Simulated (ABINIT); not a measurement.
The system is Si2Mo.

```
CELL_PARAMETERS angstrom
-1.60000 1.60000 3.93050
1.60000 -1.60000 3.93050
1.60000 1.60000 -3.93050
ATOMIC_POSITIONS crystal
Mo 0.00000 0.00000 0.00000
Si 0.66700 0.66700 0.00000
Si 0.33300 0.33300 0.00000
```

Base run:

* Program: ABINIT 10.8.3 (patched build)
* Functional: PBEsol
* Potentials or basis: PseudoDojo NC SR PBEsol v0.4.1 standard
* Cutoff: 980 eV
* k mesh: 9 × 9 × 9
* Occupations: fermi-dirac, width 0.05 eV
* Spin: no spin polarisation

Its results: band gap on the k mesh none (metal or under the smearing width); pressure -2.9 GPa; largest force 0.350 eV/Å.

Question: The run is repeated on the same cell with these changes: functional from PBEsol to PBE; potentials or basis from PseudoDojo NC SR PBEsol v0.4.1 standard to PseudoDojo NC SR PBE v0.4.1 standard; cutoff from 980 eV to 952 eV. What comes out?

Answer: Band gap on the k mesh none (metal or under the smearing width); pressure 2.0 GPa; largest force 0.303 eV/Å.
